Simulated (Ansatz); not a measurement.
A single layer of SnO after relaxation:

```yaml
crystal:
  lattice:
    - [3.82056, -0.00001, 0.00000]
    - [0.00001, 3.82056, 0.00000]
    - [0.00000, 0.00000, 30.63492]
  periodic: [true, true, false]
  atoms:
    - { symbol: Sn, position: [0.75000, 0.25000, 0.46142] }
    - { symbol: O, position: [0.25000, 0.25000, 0.50000] }
    - { symbol: O, position: [0.75000, 0.75000, 0.50000] }
    - { symbol: Sn, position: [0.25000, 0.75000, 0.53858] }
```

The calculation used DFT PBE+D3(BJ), scalar-relativistic, plane waves, PAW in Ansatz. Cutoff 420 eV; k points 6×6×1 on the computed 4-atom cell (Γ-centred); Gaussian smearing, width 0.02 eV; no spin polarisation. No periodic images along c.

| Property | Result |
| --- | --- |
| Band gap on the sampled k points | 3.05 eV |
| Least direct gap | 3.17 eV |
| Ionisation potential from the Kohn-Sham band edge | 5.40 eV |
| Electron affinity from the Kohn-Sham band edge | 2.36 eV |
| Bader charges (e) | Sn1 1.27, O2 -1.27, O3 -1.27, Sn4 1.27 |

Path Γ–X–S–Y–Γ–S, 16 steps a segment, one row in 4; levels in eV from the Fermi level, bands counted among those of the PAW valence electrons:

| k (1/Å) | point | band 18 | band 19 | band 20 | band 21 | band 22 | band 23 |
| --- | --- | --- | --- | --- | --- | --- | --- |
| 0.000 | Γ | -3.20 | -3.20 | -1.60 | 1.57 | 1.66 | 3.67 |
| 0.206 |  | -3.34 | -3.17 | -1.58 | 1.93 | 1.97 | 3.41 |
| 0.411 |  | -3.71 | -3.04 | -1.56 | 2.46 | 2.52 | 2.75 |
| 0.617 |  | -4.25 | -2.63 | -1.69 | 1.83 | 2.07 | 3.68 |
| 0.822 | X | -4.83 | -2.08 | -2.08 | 1.67 | 1.67 | 4.27 |
| 1.028 |  | -4.22 | -2.08 | -2.08 | 1.69 | 1.69 | 4.38 |
| 1.233 |  | -3.41 | -2.12 | -2.12 | 1.72 | 1.72 | 4.06 |
| 1.439 |  | -2.79 | -2.19 | -2.19 | 1.65 | 1.65 | 3.68 |
| 1.645 | S | -2.56 | -2.23 | -2.23 | 1.57 | 1.57 | 3.68 |
| 1.850 |  | -2.79 | -2.19 | -2.19 | 1.65 | 1.65 | 3.68 |
| 2.056 |  | -3.41 | -2.12 | -2.12 | 1.72 | 1.72 | 4.06 |
| 2.261 |  | -4.22 | -2.08 | -2.08 | 1.69 | 1.69 | 4.38 |
| 2.467 | Y | -4.83 | -2.08 | -2.08 | 1.67 | 1.67 | 4.27 |
| 2.672 |  | -4.25 | -2.63 | -1.69 | 1.83 | 2.07 | 3.68 |
| 2.878 |  | -3.71 | -3.04 | -1.56 | 2.46 | 2.52 | 2.75 |
| 3.084 |  | -3.34 | -3.17 | -1.58 | 1.93 | 1.97 | 3.41 |
| 3.289 | Γ | -3.20 | -3.20 | -1.60 | 1.57 | 1.66 | 3.67 |
| 3.580 |  | -3.40 | -3.05 | -1.57 | 2.22 | 2.24 | 3.10 |
| 3.871 |  | -3.11 | -2.83 | -1.59 | 1.96 | 3.15 | 3.35 |
| 4.161 |  | -2.64 | -2.51 | -1.92 | 1.49 | 2.13 | 3.44 |
| 4.452 | S | -2.56 | -2.23 | -2.23 | 1.57 | 1.57 | 3.68 |

Cost: 1 run of about 2 core-minutes, on Arm Neoverse N1 (shared hosts).